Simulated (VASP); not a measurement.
# Cs (Im-3m) in VASP: a series of runs

Runs on Cs. Level: PBE. Tasks: single point.

All numbers are computed with VASP 6.6.1; they aren't measurements. Logs are shortened: lines on timing, memory, paths and dates and some standing lists are left out, and cuts for length are marked.

**1. The crystal as given**

The structure is cubic, space group Im-3m (No. 229). The conventional cell has a = 6.257 Å, b = 6.257 Å, c = 6.257 Å, α = 90.00°, β = 90.00°, γ = 90.00°.

**2. Single point, PBE**

Contents of INCAR:

```
ADDGRID  = False        
ALGO     = Normal         # electronic algorithm
EDIFF    = 1E-6           # SCF threshold, eV
ENCUT    = 550            # plane-wave cutoff, eV
GGA      = PE             # functional
ISIF     = 2              # what is computed and relaxed
ISMEAR   = 0              # smearing method
LASPH    = True           # aspherical terms in the spheres
LCHARG   = False          # write CHGCAR
LREAL    = False          # projectors in reciprocal space
LWAVE    = False          # write WAVECAR
NBANDS   = 10             # bands
NELM     = 100            # most SCF steps
PREC     = Normal         # precision mode
SIGMA    = 0.15           # smearing width, eV
```

Contents of KPOINTS:

```
k-points
0
Gamma
  9 9 9
```

Contents of POSCAR:

```
Cs
1.0
   -3.1284650614      3.1284650614      3.1284650614
    3.1284650614     -3.1284650614      3.1284650614
    3.1284650614      3.1284650614     -3.1284650614
Cs
1
Direct
    0.0000000000      0.0000000000      0.0000000000
```

Potentials or basis: VASP PAW PBE potentials, release 64 (Cs_sv).

Command:

```console
> cat potpaw_PBE.64/Cs_sv/POTCAR > POTCAR
> mpirun -np 1 vasp_std > vasp.out
```

OUTCAR:

```text
EDIFF = 1E-6
   ENCUT = 550
   GGA = PE
   ISIF = 2
   ISMEAR = 0
   LASPH = True
   LREAL = False
   NELM = 100
   PREC = Normal

 Found     35 irreducible k-points:

 Following reciprocal coordinates:
            Coordinates               Weight
  0.000000  0.000000  0.000000      1.000000
  0.111111  0.000000  0.000000     12.000000
  0.222222  0.000000  0.000000     12.000000
  0.333333  0.000000  0.000000     12.000000
  0.444444  0.000000  0.000000     12.000000
  0.111111  0.111111  0.000000     24.000000
   k-points           NKPTS =     35   k-points in BZ     NKDIM =     35   number of bands    NBANDS=     10
   number of dos      NEDOS =    301   number of ions     NIONS =      1
   total plane-waves  NPLWV =  32768
   dimension x,y,z NGX =    32 NGY =   32 NGZ =   32
   dimension x,y,z NGXF=    64 NGYF=   64 NGZF=   64
   ions per type =               1
   NGX,Y,Z   is equivalent  to a cutoff of   9.82,  9.82,  9.82 a.u.
   NGXF,Y,Z  is equivalent  to a cutoff of  19.64, 19.64, 19.64 a.u.
 SYSTEM =  unknown system
   PREC   = normal    normal or accurate (medium, high low for compatibility)
   ISTART =      0    job   : 0-new  1-cont  2-samecut
   ICHARG =      2    charge: 1-file 2-atom 10-const
   ISPIN  =      1    spin polarized calculation?
   LNONCOLLINEAR =      F non collinear calculations
   LSORBIT =      F    spin-orbit coupling
   LASPH  =      T    aspherical Exc in radial PAW
   ENCUT  =  550.0 eV  40.42 Ry    6.36 a.u.  10.36 10.36 10.36*2*pi/ulx,y,z
   NELM   =    100;   NELMIN=  2; NELMDL= -5     # of ELM steps
   EDIFF  = 0.1E-05   stopping-criterion for ELM
   LREAL  =      F    real-space projection
   EDIFFG = 0.1E-04   stopping-criterion for IOM
   NSW    =      0    number of steps for IOM
   IBRION =     -1    ionic relax: 0-MD 1-quasi-New 2-CG
   NFREE  =      0    steps in history (QN), initial steepest desc. (CG)
   ISIF   =      2    stress and relaxation
   ISYM   =      2    0-nonsym 1-usesym 2-fastsym
   POTIM  = 0.5000    time-step for ionic-motion
   TEBEG  =    0.0;   TEEND  =   0.0 temperature during run
   PSTRESS=    0.0 pullay stress
   NELECT =       9.0000    total number of electrons
   NUPDOWN=      -1.0000    fix difference up-down
   EMIN   =  10.00;   EMAX   =-10.00  energy-range for DOS
   EFERMI =   0.00;   METHOD = LEGACY
   ISMEAR =     0;   SIGMA  =   0.15  broadening in eV -4-tet -1-fermi 0-gaus
   EFERMI_NEDOS =   21; number of points for ismear=-14 and -15
   IALGO  =     38    algorithm
   IMIX   =      4    mixing-type and parameters
     AMIX     =   0.40;   BMIX     =  1.00
     AMIX_MAG =   1.60;   BMIX_MAG =  1.00
  volume/ion in A,a.u.               =     122.48       826.51
  Fermi-wavevector in a.u.,A,eV,Ry     =   0.685706  1.295796  6.397353  0.470192
  Thomas-Fermi vector in A             =   1.765724
   LORBIT       =      0    0 simple, 1 ext, 2 COOP (PROOUT), +10 PAW based schemes
   GGA     = PE    functional components
   LHFCALC =     F    Hartree Fock is set to
   AEXX    =    0.0000 exact exchange contribution
   IVDW    =     0    specifies the selected vdW correction
   LEPSILON=     F    determine dielectric tensor
   LRPA    =     F    only Hartree local field effects (RPA)
 non-spin polarized calculation
 Gauss-broadening in eV      SIGMA  =   0.15
  energy-cutoff  :      550.00
  volume of cell :      122.48
 maximum number of plane-waves:      3609
   NGX = 21   NGY = 21   NGZ = 21

 number of electron       8.9999992 magnetization

 Free energy of the ion-electron system (eV)
  ---------------------------------------------------
  ext. energy  EPLUGINS =         0.00000000
  ---------------------------------------------------
  free energy    TOTEN  =        -0.85748154 eV

  energy without entropy =       -0.84473530  energy(sigma->0) =       -0.85110842

 E-fermi :   0.3025     XC(G=0):  -5.2518

 val. band max:        0.2863603850   @ k =  -0.3333   0.4444   0.1111
 cond. band min:       0.3655962615   @ k =  -0.4444   0.4444   0.1111
 fundamental gap:      0.0792358765
 Fermi energy:         0.3025046127

 k-point     1 :       0.0000    0.0000    0.0000
  band No.  band energies     occupation
      1     -23.5942      2.00000
      2     -10.3455      2.00000
      3     -10.3455      2.00000
      4     -10.3455      2.00000
      5      -1.3129      2.00000
      6       2.7553      0.00000
      7       2.7553      0.00000
      8       2.7553      0.00000
      9       3.5684      0.00000
     10       3.5684      0.00000

 k-point     2 :       0.1111    0.0000    0.0000
  band No.  band energies     occupation
      1     -23.5937      2.00000
      2     -10.3588      2.00000
      3     -10.3499      2.00000
      4     -10.3455      2.00000
      5      -1.1851      2.00000
      6       2.6196      0.00000
      7       2.6211      0.00000
      8       2.8823      0.00000
      9       3.3922      0.00000
     10       3.5474      0.00000

 k-point     3 :       0.2222    0.0000    0.0000
  band No.  band energies     occupation
      1     -23.5922      2.00000
      2     -10.3919      2.00000
      3     -10.3609      2.00000
      4     -10.3455      2.00000
      5      -0.8221      2.00000
      6       2.1527      0.00000
      7       2.3449      0.00000
      8       3.2564      0.00000
      9       3.3922      0.00000
     10       3.5511      0.00000

 k-point     4 :       0.3333    0.0000    0.0000
  band No.  band energies     occupation
      1     -23.5906      2.00000
      2     -10.4287      2.00000
      3     -10.3734      2.00000
      4     -10.3455      2.00000
      5      -0.2909      2.00000
      6       1.6323      0.00000
      7       2.1017      0.00000
      8       3.4905      0.00000
      9       3.6702      0.00000
     10       3.8558      0.00000

 k-point     5 :       0.4444    0.0000    0.0000
  band No.  band energies     occupation
      1     -23.5895      2.00000
      2     -10.4523      2.00000
      3     -10.3814      2.00000
      4     -10.3455      2.00000
      5       0.2455      1.40914
      6       1.2054      0.00000
      7       1.9673      0.00000
      8       3.4156      0.00000
      9       3.9125      0.00000
     10       4.6241      0.00000

 k-point     6 :       0.1111    0.1111    0.0000
  band No.  band energies     occupation
      1     -23.5926      2.00000
      2     -10.3816      2.00000
      3     -10.3547      2.00000
      4     -10.3487      2.00000
      5      -0.9390      2.00000
      6       2.3287      0.00000
      7       2.3985      0.00000
      8       3.1313      0.00000
      9       3.2504      0.00000
     10       3.6608      0.00000

 [... further k-points ...]
[... 5 lines left out ...]
  --------------------------------------------------------------------------------------
  -------------------------------------------------------------------------------------
  Total       -0.0710795     -0.0710795     -0.0710795     -0.0000000      0.0000000     -0.0000000
  in kB       -0.9298241     -0.9298241     -0.9298241     -0.0000000      0.0000000     -0.0000000
  external PRESSURE =      -0.9298241 kB  Pullay stress =       0.0000000 kB

 VOLUME and BASIS-vectors are now :
 -----------------------------------------------------------------------------
  energy-cutoff  :      550.00
  volume of cell :      122.48
      direct lattice vectors                 reciprocal lattice vectors
    -3.128465061  3.128465061  3.128465061     0.000000000  0.159822785  0.159822785
     3.128465061 -3.128465061  3.128465061     0.159822785  0.000000000  0.159822785
     3.128465061  3.128465061 -3.128465061     0.159822785  0.159822785  0.000000000

 POSITION                                       TOTAL-FORCE (eV/Angst)
 -----------------------------------------------------------------------------------
      0.00000      0.00000      0.00000         0.000000     -0.000000     -0.000000
 -----------------------------------------------------------------------------------
    total drift:                               -0.000000      0.000000     -0.000000

  FREE ENERGIE OF THE ION-ELECTRON SYSTEM (eV)
  ---------------------------------------------------
  free  energy   TOTEN  =        -0.8574815358 eV

  energy  without entropy=       -0.8447353025  energy(sigma->0) =       -0.85110842
```

Wall time 9.3 s (1 thread of Intel Xeon Platinum 8375C at 2.90GHz (Ice Lake), shared host); peak memory 0.19 GiB.

The run converged, but some of its settings lie outside the range that counts as converged, so its numbers aren't taken as properties of the crystal.

Results:

- Free energy: -0.8575 eV
- Pressure: -0.1 GPa
- Band gap on the k mesh: none (metal or under the smearing width)

**3. Single point, PBE**

INCAR, as its differences from that of step 2:

```diff
@@ -9,3 +9,3 @@
 LCHARG   = False          # write CHGCAR
-LREAL    = False          # projectors in reciprocal space
+LREAL    = Auto         
 LWAVE    = False          # write WAVECAR
@@ -13,3 +13,3 @@
 NELM     = 100            # most SCF steps
-PREC     = Normal         # precision mode
+PREC     = Accurate       # precision mode
 SIGMA    = 0.15           # smearing width, eV
```

KPOINTS is that of step 2.

POSCAR is that of step 2.

Potentials or basis: VASP PAW PBE potentials, release 64 (Cs_sv).

Command:

```console
> cat potpaw_PBE.64/Cs_sv/POTCAR > POTCAR
> mpirun -np 1 vasp_std > vasp.out
```

Run time: 40 s. Hardware: 1 thread of Intel Xeon Platinum 8375C at 2.90GHz (Ice Lake), shared host; peak memory 0.24 GiB.

The run converged, but some of its settings lie outside the range that counts as converged, so its numbers aren't taken as properties of the crystal.

Results:

* Free energy: -0.8576 eV
* Pressure: -0.1 GPa
* Band gap on the k mesh: none (metal or under the smearing width)

**4. Single point, PBE**

INCAR, as its differences from that of step 3:

```diff
@@ -2,3 +2,3 @@
 ALGO     = Normal         # electronic algorithm
-EDIFF    = 1E-6           # SCF threshold, eV
+EDIFF    = 1E-4           # SCF threshold, eV
 ENCUT    = 550            # plane-wave cutoff, eV
@@ -9,3 +9,3 @@
 LCHARG   = False          # write CHGCAR
-LREAL    = Auto         
+LREAL    = False          # projectors in reciprocal space
 LWAVE    = False          # write WAVECAR
```

KPOINTS is that of step 3.

POSCAR is that of step 3.

Command:

```console
> cat potpaw_PBE.64/Cs_sv/POTCAR > POTCAR
> mpirun -np 1 vasp_std > vasp.out
```

Run time: 19 s. Hardware: 1 thread of Intel Xeon Platinum 8375C at 2.90GHz (Ice Lake), shared host; peak memory 0.26 GiB.

These settings aren't checked as converged: the numbers below hold their error.

What came out:

```yaml
Free_energy: -0.8575 eV
Pressure: -0.1 GPa
Band_gap_on_the_k_mesh: none (metal or under the smearing width)
```

**5. For comparison**

An earlier run on the cell as given: functional PBE; potentials or basis VASP PAW PBE potentials, release 64 (Cs_sv); cutoff 520 eV; k mesh 6 × 6 × 6; occupations fermi-dirac, width 0.05 eV; no spin polarisation.

- Pressure: -0.1 GPa
- Band gap on the k mesh: none (metal or under the smearing width)
